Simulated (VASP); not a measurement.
# Y (P6_3/mmc) in VASP: further runs

Runs on Y. Level: revPBE+D3(BJ). Tasks: relaxation of cell and atoms, electrostatic potential.

Program: VASP 6.6.1. These are calculated values, not measurements. Logs are shortened: lines on timing, memory, paths and dates and some standing lists are left out, and cuts for length are marked.

## (1) Starting point

The structure is hexagonal, space group P6_3/mmc (No. 194). Conventional cell: a = 3.600 Å, b = 3.600 Å, c = 5.620 Å, α = 90.00°, β = 90.00°, γ = 120.00°. Around Y (site symmetry -6m2) lie 12 Y at 3.50 to 3.60 Å.

The cell was built by a generator and needn't be a form met in nature.

## (2) Relaxation of cell and atoms, revPBE+D3(BJ)

INCAR

```
SYSTEM = Y
ALGO = Normal
EDIFF = 1E-6
EDIFFG = -0.005
ENCUT = 600
GGA = RE
IBRION = 2
ISIF = 3
ISMEAR = 1
IVDW = 12
LASPH = .True.
LCHARG = .False.
LREAL = .False.
LWAVE = .False.
NELM = 120
NSW = 60
PREC = Accurate
SIGMA = 0.1
```

KPOINTS

```
k-points
0
Gamma
  14 14 8
  0 0 0
```

POSCAR

```
Y
1.0
    3.6000000000      0.0000000000      0.0000000000
   -1.8000000000      3.1176914500      0.0000000000
    0.0000000000      0.0000000000      5.6200000000
Y
2
Direct
    0.3333333300      0.6666666700      0.2500000000
    0.6666666700      0.3333333300      0.7500000000
```

Potentials or basis: VASP PAW PBE potentials, release 64 (Y_sv).

Run with:

```
$ cat potpaw_PBE.64/Y_sv/POTCAR > POTCAR
$ mpirun -np 1 vasp_std > vasp.out
```

OUTCAR:

```text
SYSTEM = Y
   EDIFF = 1E-6
   EDIFFG = -0.005
   ENCUT = 600
   GGA = RE
   IBRION = 2
   ISIF = 3
   ISMEAR = 1
   IVDW = 12
   LASPH = .True.
   LREAL = .False.
   NELM = 120
   NSW = 60
   PREC = Accurate
 IVDW          = 12

 ion  position               nearest neighbor table
   1  0.333  0.667  0.250-   2 3.50   2 3.50   2 3.50   2 3.50   2 3.50   2 3.50
   2  0.667  0.333  0.750-   1 3.50   1 3.50   1 3.50   1 3.50   1 3.50   1 3.50

  LATTYP: Found a hexagonal cell.
 ALAT       =     3.6000000000
 C/A-ratio  =     1.5611111111

  Lattice vectors:

 A1 = (   3.6000000000,   0.0000000000,   0.0000000000)
 A2 = (  -1.8000000000,   3.1176914500,   0.0000000000)
 A3 = (   0.0000000000,   0.0000000000,   5.6200000000)

Analysis of symmetry for initial positions (statically):
=====================================================================
 Subroutine PRICEL returns:
 Original cell was already a primitive cell.

 Routine SETGRP: Setting up the symmetry group for a
 hexagonal supercell.

 Subroutine GETGRP returns: Found 24 space group operations
 (whereof 12 operations were pure point group operations)
 out of a pool of 24 trial point group operations.

The static configuration has the point symmetry D_3d.
 The point group associated with its full space group is D_6h.

Analysis of symmetry for dynamics (positions and initial velocities):
=====================================================================
 Subroutine PRICEL returns:
 Original cell was already a primitive cell.

 Routine SETGRP: Setting up the symmetry group for a
 hexagonal supercell.

 Subroutine GETGRP returns: Found 24 space group operations
 (whereof 12 operations were pure point group operations)
 out of a pool of 24 trial point group operations.

The dynamic configuration has the point symmetry D_3d.
 The point group associated with its full space group is D_6h.

 Subroutine INISYM returns: Found 24 space group operations
 (whereof 12 operations are pure point group operations),
 and found     1 'primitive' translations

----------------------------------------------------------------------------------------

                                     Primitive cell

  volume of cell :      63.0771

  direct lattice vectors                    reciprocal lattice vectors
     3.600000000  0.000000000  0.000000000     0.277777778  0.160375075  0.000000000
    -1.800000000  3.117691450  0.000000000     0.000000000  0.320750150  0.000000000
     0.000000000  0.000000000  5.620000000     0.000000000  0.000000000  0.177935943

  length of vectors
     3.600000000  3.599999997  5.620000000     0.320750150  0.320750150  0.177935943

  position of ions in fractional coordinates (direct lattice)
     0.333333330  0.666666670  0.250000000
     0.666666670  0.333333330  0.750000000

  ion indices of the primitive-cell ions
   primitive index   ion index
                 1           1
                 2           2

----------------------------------------------------------------------------------------

 KPOINTS: k-points

Automatic generation of k-mesh.
 Grid dimensions read from file:
 generate k-points for:   14   14    8

 Generating k-lattice:

  Cartesian coordinates                     Fractional coordinates (reciprocal lattice)
     0.019841270  0.011455362  0.000000000     0.071428571  0.000000000  0.000000000
     0.000000000  0.022910725  0.000000000     0.000000000  0.071428571  0.000000000
     0.000000000  0.000000000  0.022241993     0.000000000  0.000000000  0.125000000

  Length of vectors
     0.022910725  0.022910725  0.022241993

  Shift w.r.t. Gamma in fractional coordinates (k-lattice)
     0.000000000  0.000000000  0.000000000

 Subroutine IBZKPT returns following result:
 ===========================================

 Found    120 irreducible k-points:

 Following reciprocal coordinates:
            Coordinates               Weight
  0.000000  0.000000  0.000000      1.000000
  0.071429 -0.000000  0.000000      6.000000
  0.142857  0.000000  0.000000      6.000000
  0.214286 -0.000000  0.000000      6.000000
  0.285714 -0.000000  0.000000      6.000000
  0.357143 -0.000000  0.000000      6.000000
[... 16 lines left out ...]
  0.285714  0.285714  0.000000      6.000000
  0.357143  0.285714  0.000000      6.000000
 [... further k-points ...]
   k-points           NKPTS =    120   k-points in BZ     NKDIM =    120   number of bands    NBANDS=     15
   number of dos      NEDOS =    301   number of ions     NIONS =      2
   total plane-waves  NPLWV =  43200
   dimension x,y,z NGX =    30 NGY =   30 NGZ =   48
   dimension x,y,z NGXF=    60 NGYF=   60 NGZF=   96
   ions per type =               2
   NGX,Y,Z   is equivalent  to a cutoff of  13.85, 13.85, 14.20 a.u.
   NGXF,Y,Z  is equivalent  to a cutoff of  27.71, 27.71, 28.40 a.u.
 SYSTEM =  Y
   PREC   = accura    normal or accurate (medium, high low for compatibility)
   ISTART =      0    job   : 0-new  1-cont  2-samecut
   ICHARG =      2    charge: 1-file 2-atom 10-const
   ISPIN  =      1    spin polarized calculation?
   LNONCOLLINEAR =      F non collinear calculations
   LSORBIT =      F    spin-orbit coupling
   LASPH  =      T    aspherical Exc in radial PAW
   ENCUT  =  600.0 eV  44.10 Ry    6.64 a.u.   7.19  7.19 11.22*2*pi/ulx,y,z
   NELM   =    120;   NELMIN=  2; NELMDL= -5     # of ELM steps
   EDIFF  = 0.1E-05   stopping-criterion for ELM
   LREAL  =      F    real-space projection
   EDIFFG = -.5E-02   stopping-criterion for IOM
   NSW    =     60    number of steps for IOM
   IBRION =      2    ionic relax: 0-MD 1-quasi-New 2-CG
   NFREE  =      1    steps in history (QN), initial steepest desc. (CG)
   ISIF   =      3    stress and relaxation
   ISYM   =      2    0-nonsym 1-usesym 2-fastsym
   POTIM  = 0.5000    time-step for ionic-motion
   TEBEG  =    0.0;   TEEND  =   0.0 temperature during run
   PSTRESS=    0.0 pullay stress
   NELECT =      22.0000    total number of electrons
   NUPDOWN=      -1.0000    fix difference up-down
   EMIN   =  10.00;   EMAX   =-10.00  energy-range for DOS
   EFERMI =   0.00;   METHOD = LEGACY
   ISMEAR =     1;   SIGMA  =   0.10  broadening in eV -4-tet -1-fermi 0-gaus
   EFERMI_NEDOS =   21; number of points for ismear=-14 and -15
   IALGO  =     38    algorithm
   IMIX   =      4    mixing-type and parameters
     AMIX     =   0.40;   BMIX     =  1.00
     AMIX_MAG =   1.60;   BMIX_MAG =  1.00
  volume/ion in A,a.u.               =      31.54       212.83
  Fermi-wavevector in a.u.,A,eV,Ry     =   1.152369  2.177663 18.067930  1.327955
  Thomas-Fermi vector in A             =   2.289021
   LORBIT       =      0    0 simple, 1 ext, 2 COOP (PROOUT), +10 PAW based schemes
   GGA     = RE    functional components
   LHFCALC =     F    Hartree Fock is set to
   AEXX    =    0.0000 exact exchange contribution
   IVDW    =    12    specifies the selected vdW correction
   LEPSILON=     F    determine dielectric tensor
   LRPA    =     F    only Hartree local field effects (RPA)
 conjugate gradient relaxation of ions
 non-spin polarized calculation
 Methfessel and Paxton  Order N= 1 SIGMA  =   0.10
  energy-cutoff  :      600.00
  volume of cell :       63.08
 maximum number of plane-waves:      2129
 NGX is ok and might be reduce to    30
   NGX = 15   NGY = 15   NGZ = 23

--------------------------------------- Ionic step        1  -------------------------------------------

 number of electron      21.9999999 magnetization

 Free energy of the ion-electron system (eV)
  ---------------------------------------------------
  ext. energy  EPLUGINS =         0.00000000
  ---------------------------------------------------
  free energy    TOTEN  =       -12.30716680 eV

  energy without entropy =      -12.30931972  energy(sigma->0) =      -12.30788444

------------------------ aborting loop because EDIFF is reached ----------------------------------------

 Edisp (eV)   -1.22630

 E8    (eV) :    -0.9285

  FORCE on cell =-STRESS in cart. coord.  units (eV):
  Direction    XX          YY          ZZ          XY          YZ          ZX
  --------------------------------------------------------------------------------------
  -------------------------------------------------------------------------------------
  Total      -0.12391    -0.12391    -0.31460    -0.00000    -0.00000    -0.00000
  in kB      -3.14723    -3.14722    -7.99087    -0.00000    -0.00000    -0.00000
  external pressure =       -4.76 kB  Pullay stress =        0.00 kB
[... 181 lines left out ...]
  energy  without entropy=      -13.5371272920  energy(sigma->0) =      -13.53571738

--------------------------------------- Ionic step        6  -------------------------------------------

 number of electron      22.0000000 magnetization

 Free energy of the ion-electron system (eV)
  ---------------------------------------------------
  ext. energy  EPLUGINS =         0.00000000
  ---------------------------------------------------
  free energy    TOTEN  =       -12.29409685 eV

  energy without entropy =      -12.29621243  energy(sigma->0) =      -12.29480204

 E-fermi :   3.3156     XC(G=0):  -9.5621

 val. band max:        3.3141386247   @ k =   0.3571   0.0714   0.1250
 cond. band min:       3.3171733814   @ k =   0.4286  -0.0000   0.2500
 fundamental gap:      0.0030347567
 Fermi energy:         3.3155810541

 k-point     1 :       0.0000    0.0000    0.0000
  band No.  band energies     occupation
      1     -39.2651      2.00000
      2     -39.1696      2.00000
      3     -19.6129      2.00000
      4     -19.0524      2.00000
      5     -19.0524      2.00000
      6     -18.9420      2.00000
      7     -18.9420      2.00000
      8     -18.8945      2.00000
      9      -1.4316      2.00000
     10       1.4160      2.00000
     11       4.4419     -0.00000
     12       5.1149     -0.00000
     13       5.1149     -0.00000
     14       5.5463      0.00000
     15       5.7886      0.00000
[... 397 lines left out ...]
 k-point    24 :       0.3571    0.2857    0.0000
  band No.  band energies     occupation
      1     -39.1749      2.00000
      2     -39.1671      2.00000
      3     -19.4119      2.00000
      4     -19.2947      2.00000
      5     -19.2926      2.00000
      6     -19.2209      2.00000
      7     -19.1629      2.00000
      8     -19.1553      2.00000
      9       2.4897      2.00000
     10       2.5194      2.00000
     11       2.7604      2.00000
     12       2.8358      2.00000
     13       4.4420     -0.00000
     14       4.5484     -0.00000
     15       5.7979      0.00000

 [... further k-points ...]

------------------------ aborting loop because EDIFF is reached ----------------------------------------

 Edisp (eV)   -1.24091

 E8    (eV) :    -0.9397

  FORCE on cell =-STRESS in cart. coord.  units (eV):
  Direction    XX          YY          ZZ          XY          YZ          ZX
  --------------------------------------------------------------------------------------
  -------------------------------------------------------------------------------------
  Total      -0.00698    -0.00698    -0.00310    -0.00000     0.00000     0.00000
  in kB      -0.17941    -0.17941    -0.07974    -0.00000     0.00000     0.00000
  external pressure =       -0.15 kB  Pullay stress =        0.00 kB
[... 17 lines left out ...]
  FREE ENERGIE OF THE ION-ELECTRON SYSTEM (eV)
  ---------------------------------------------------
  free  energy   TOTEN  =       -13.5350105290 eV

  energy  without entropy=      -13.5371261071  energy(sigma->0) =      -13.53571572

 reached required accuracy - stopping structural energy minimisation
```

Run time: 3.2 min. Hardware: 1 thread of Intel Xeon 6975P-C (Granite Rapids), shared host; peak memory 0.32 GiB.

Results:

| Quantity | Value |
| --- | --- |
| Free energy | -13.5350 eV |
| Relaxed volume | 31.19 Å³/atom |
| Relaxed cell | a = 3.595 Å, b = 3.595 Å, c = 5.571 Å, α = 90.00°, β = 90.00°, γ = 120.00° |
| Space group after relaxing (to 0.05 Å) | P6_3/mmc (No. 194) |
| Energy gained by relaxing | 0.8 meV/atom |
| Ionic steps | 6 |
| Pressure after relaxing | 0.0 GPa |
| Band gap on the k mesh | none (metal or under the smearing width) |
| Dispersion energy per atom | -0.620 eV |

Step by step:
```
step  energy change (eV)  largest force (eV/Å)  pressure (GPa)  volume (Å³)
   1              0.0000                0.0000           -0.48        63.08
   2             -0.0015                0.0000            0.10        62.22
   3             -0.0015                0.0000            0.04        62.30
   4             -0.0015                0.0000            0.01        62.34
   5             -0.0015                0.0000           -0.02        62.36
   6             -0.0015                0.0000           -0.01        62.37
```

Final structure:
```
Y
1.0
     3.59534    0.00000    0.00000
    -1.79767    3.11366    0.00000
     0.00000    0.00000    5.57150
Y
2
Direct
  0.33333 0.66667 0.25000
  0.66667 0.33333 0.75000
```

Levels at points of the mesh, in eV from the Fermi level:
| k point | band 8 | band 9 | band 10 | band 11 | band 12 | band 13 | band 14 | band 15 |
| --- | --- | --- | --- | --- | --- | --- | --- | --- |
| (0.00, 0.00, 0.00) | -22.21 | -4.75 | -1.90 | 1.13 | 1.80 | 1.80 | 2.23 | 2.47 |
| (0.50, 0.00, 0.00) | -22.32 | -1.68 | -1.27 | -0.86 | -0.06 | 1.47 | 1.55 | 2.25 |
| (0.00, 0.00, 0.50) | -22.31 | -3.22 | -3.22 | 1.04 | 1.04 | 1.70 | 1.70 | 1.70 |
| (0.50, 0.00, 0.50) | -22.38 | -1.71 | -1.71 | 0.10 | 0.10 | 1.52 | 1.52 | 2.87 |

Caveat: the PAW data sets were made with another functional, which shifts forces and pressure a little; pairwise dispersion overbinds metals, which lowers pressure and volume.

[end of part 1 of 2]
